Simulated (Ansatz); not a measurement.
## Point defect: B vacancy in BP

All numbers below come from DFT PBE, scalar-relativistic, plane waves, PAW in Ansatz 0.2.0. (420 eV cutoff, 2×2×2 k-mesh, shifted by half a step, Gaussian smearing of 0.01 eV, collinear spin)

Host crystal, relaxed:

```xyz
2
Lattice="0.0000 2.2741 2.2741 2.2741 0.0000 2.2741 2.2741 2.2741 0.0000" Properties=species:S:1:pos:R:3 pbc="T T T"
B     0.0000    0.0000    0.0000
P     1.1370    1.1370    1.1370
```

Supercell of 32 atoms, rows in host cell vectors: 1 -3 1; -3 1 1; 1 1 -3. Atoms relax at the host's cell, keeping the symmetry that the supercell leaves at the site. The cell is small, so energies carry finite-size errors of tenths of an eV. The host's Kohn–Sham gap is 1.25 eV.

Starting moments were lost in some runs.

Defect: B vacancy at (0.000, 0.000, 0.000) of the host cell, charge 0.

Question: Give the relaxed supercell.

Answer:
```
B P
1.0
    -4.54819    4.54819   -4.54819
     4.54819   -4.54819   -4.54819
    -4.54819   -4.54819    4.54819
B P
15 16
Direct
  0.74973 0.25000 0.99976
  0.50000 0.25000 0.25000
  0.24976 0.99973 0.75000
  0.24976 0.25000 0.49973
  0.00000 0.99973 0.99976
  0.75024 0.00024 0.24997
  0.50000 0.75000 0.75000
  0.49997 0.00024 0.50024
  0.25027 0.75003 0.00027
  0.00000 0.75000 0.25000
  0.74973 0.49976 0.75000
  0.75024 0.74997 0.50024
  0.50003 0.50027 0.00027
  0.25027 0.50027 0.25003
  0.00000 0.49976 0.49973
  0.00000 0.50549 0.75000
  0.75068 0.49997 0.99997
  0.49929 0.49932 0.24929
  0.25549 0.25000 0.75000
  0.24997 0.49997 0.50068
  0.00000 0.25000 0.00549
  0.75003 0.25000 0.25071
  0.50071 0.00003 0.75000
  0.50071 0.25000 0.50003
  0.24997 0.00068 0.99997
  0.00000 0.00003 0.25071
  0.75003 0.75071 0.75000
  0.74451 0.99451 0.49451
  0.49929 0.74929 0.99932
  0.24932 0.74929 0.24929
  0.00000 0.75071 0.50003
```
Around the defect: 4 P at 2.01 Å. The run ended with a moment of 1.50 μB, which may not be the ground spin state.